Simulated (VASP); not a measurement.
# MnO: relaxation of cell and atoms with PBE

Crystal: MnO.

```
CELL_PARAMETERS angstrom
0.00000 2.22300 2.22300
2.22300 0.00000 2.22300
2.22300 2.22300 0.00000
ATOMIC_POSITIONS crystal
Mn 0.00000 0.00000 0.00000
O 0.50000 0.50000 0.50000
```

```
Program                : VASP 6.6.1
Task                   : relaxation of cell and atoms
Functional             : PBE
Potentials or basis    : VASP PAW PBE potentials, release 64 (Mn_pv, O)
Cutoff                 : 520 eV
k mesh                 : 10 × 10 × 10
Occupations            : gaussian, width 0.1 eV
Spin                   : collinear spin, ferromagnetic start
Starting moments       : [4.0, 0.0] μB
Further INCAR settings : ALGO = Normal; EDIFF = 1e-06; IBRION = 2; EDIFFG = -0.01; NSW = 90; ISIF = 3
```

```json
{
 "Relaxed volume": "11.03 Å³/atom",
 "Relaxed cell": "a = 3.148 Å, b = 3.148 Å, c = 3.148 Å, α = 60.00°, β = 60.00°, γ = 60.00°",
 "Space group after relaxing (to 0.05 Å)": "Fm-3m (No. 225)",
 "Energy gained by relaxing": "0.1 meV/atom",
 "Ionic steps": "2",
 "Pressure after relaxing": "-0.1 GPa",
 "Band gap on the k mesh": "none (metal or under the smearing width)",
 "Net moment": "4.80 μB per cell",
 "Site moments": "Mn +4.35; O +0.20 μB",
 "Valence electrons inside the program's atomic spheres": "Mn 11.35; O 4.97"
}
```

Step by step:
```
step  energy change (eV)  largest force (eV/Å)  pressure (GPa)  volume (Å³)
   1              0.0000                0.0000            0.45        21.97
   2             -0.0001                0.0000           -0.09        22.07
```

Final structure:
```xyz
2
Lattice="0.0000 2.2263 2.2263 2.2263 0.0000 2.2263 2.2263 2.2263 0.0000" Properties=species:S:1:pos:R:3 pbc="T T T"
Mn    2.2263    4.4526    2.2263
O     2.2263    2.2263    2.2263
```

Levels at points of the mesh, in eV from the Fermi level:
Spin up:
| k point | band 9 | band 10 | band 11 | band 12 | band 13 | band 14 | band 15 |
| --- | --- | --- | --- | --- | --- | --- | --- |
| (0.00, 0.00, 0.00) | -3.20 | -3.20 | -2.68 | -2.68 | -0.53 | 13.96 | 16.30 |
| (0.50, 0.00, 0.00) | -2.32 | -1.88 | 0.20 | 0.20 | 3.48 | 7.71 | 11.86 |
| (0.50, 0.50, 0.00) | -2.26 | -2.05 | -2.05 | -1.92 | 5.00 | 7.80 | 10.39 |
Spin down:
| k point | band 3 | band 4 | band 5 | band 6 | band 7 | band 8 | band 9 | band 10 | band 11 | band 12 |
| --- | --- | --- | --- | --- | --- | --- | --- | --- | --- | --- |
| (0.00, 0.00, 0.00) | -45.68 | -19.77 | -3.32 | -3.32 | -3.32 | 0.78 | 0.78 | 0.78 | 0.80 | 1.40 |
| (0.50, 0.00, 0.00) | -45.69 | -18.82 | -7.31 | -4.79 | -4.79 | 1.95 | 2.00 | 2.00 | 3.65 | 3.65 |
| (0.50, 0.50, 0.00) | -45.70 | -18.85 | -6.37 | -4.29 | -4.29 | -0.79 | 1.98 | 2.17 | 2.43 | 2.43 |

Run time: 28 s on 1 thread of AMD EPYC 9R14 (Zen 4), on a shared host, peak memory 0.13 GiB.

Caveat: a cell with one magnetic atom can't hold antiferromagnetic order, which such compounds often take; semilocal functionals often make such compounds metallic where correlation or magnetic order opens a gap, which also shifts bond lengths. With open d or f shells a metallic result of PBE can be an artefact of self-interaction; +U or a hybrid may open a gap.
